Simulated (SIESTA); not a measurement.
## HfC under changes of volume

One of the cells (12.839 Å³/atom); the others are scaled copies at fixed shape and fractional positions:

```xyz
4
Lattice="3.3650 0.0000 0.0000 -1.6825 2.9142 0.0000 0.0000 0.0000 5.2372" Properties=species:S:1:pos:R:3 pbc="T T T"
Hf    0.0000    1.9428    1.3093
Hf    1.6825    0.9714    3.9279
C     0.0000    0.0000    2.6186
C     0.0000    0.0000    0.0000
```

The cell comes from a database or a generator and needn't be the stable form of this composition.

| Quantity | Value |
| --- | --- |
| Program | SIESTA 5.4.2 |
| Functional | PBEsol |
| Potentials or basis | PseudoDojo 0.4 standard (PBEsol files) |
| Basis | DZP (energy shift 0.003 Ry; two zetas on semicore shells) |
| Grid cutoff | 800 Ry |
| Energy shift | 0.003 Ry |
| k mesh | 9 × 9 × 5 |
| Occupations | fermi-dirac, width 0.05 eV |
| Spin | no spin polarisation |

| volume (Å³/atom) | energy over the lowest point (meV/atom) | pressure (GPa) |
| --- | --- | --- |
| 11.832 | 16.67 | 11.2 |
| 12.084 | 3.90 | 5.2 |
| 12.336 | 0.00 | -0.1 |
| 12.839 | 15.42 | -9.3 |
| 13.091 | 33.26 | -13.3 |
| 13.343 | ? | ? |

What does the run at 13.343 Å³/atom give?

Energy over the lowest point 57.00 meV/atom; pressure -16.8 GPa.

Worked out: A Birch-Murnaghan fit of order 3 (a polynomial in V^(-2/3)) to the other rows has its minimum at 12.33 Å³/atom with B0 = V·E''(V) = 250 GPa and B' = 4.1 at fixed shape and positions, which overstates the stiffness. It gives 56.99 meV/atom at 13.343 Å³/atom, against the run's 57.00, and -dE/dV = -16.8 GPa, against -16.8.

Energies are extrapolated to zero smearing.

Caveats: short orbitals over semicore shells can move pressures by several GPa; the basis of atomic orbitals isn't converged, which shifts pressures, moduli and gaps.
